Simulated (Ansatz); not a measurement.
Crystal: HfB2.

```xyz
3
Lattice="3.1400 0.0000 0.0000 -1.5700 2.7193 0.0000 0.0000 0.0000 3.4800" Properties=species:S:1:pos:R:3 pbc="T T T"
Hf    0.0000    0.0000    0.0000
B     1.5700    0.9064    1.7400
B     0.0000    1.8129    1.7400
```

```yaml
Program: Ansatz 0.2.0
Task: relaxation of cell and atoms
Functional: PBE
Dispersion: D3(BJ)
Potentials_or_basis: Ansatz PAW
Cutoff: "420 eV (not typed: the program's choice for these potentials)"
k_mesh: 10 × 10 × 8
Occupations: fermi-dirac, width 0.05 eV
Spin: no spin polarisation
```

At the start: volume 9.90 Å³/atom.

How do energy, volume and symmetry change on relaxing?

It ends after 7 steps and the volume is 9.73 Å³/atom (-1.8 %); space group P6/mmm (No. 191, to 0.05 Å).

The path:
```
step  energy change (eV)  largest force (eV/Å)  volume (Å³)
   1              0.0000                0.0000        29.71
   2             -0.0073                0.0000        29.01
   3             -0.0084                0.0000        29.17
   4             -0.0085                0.0000        29.18
   5             -0.0079                0.0000        29.18
   6             -0.0079                0.0000        29.18
   7             -0.0079                0.0000        29.18
```

Final structure:
```cif
data_structure
_symmetry_space_group_name_H-M 'P 1'
_symmetry_Int_Tables_number 1
_cell_length_a 3.1205
_cell_length_b 3.1205
_cell_length_c 3.4597
_cell_angle_alpha 90.000
_cell_angle_beta 90.000
_cell_angle_gamma 120.000
_cell_volume 29.18
loop_
_atom_site_label
_atom_site_type_symbol
_atom_site_fract_x
_atom_site_fract_y
_atom_site_fract_z
_atom_site_occupancy
Hf1 Hf 0.00000 0.00000 0.00000 1
B1 B 0.66667 0.33333 0.50000 1
B2 B 0.33333 0.66667 0.50000 1
```

Caveat: the plane-wave basis is chosen anew once the cell has moved, so the energies of steps on either side of that aren't comparable; pairwise dispersion overbinds metals, which lowers pressure and volume.
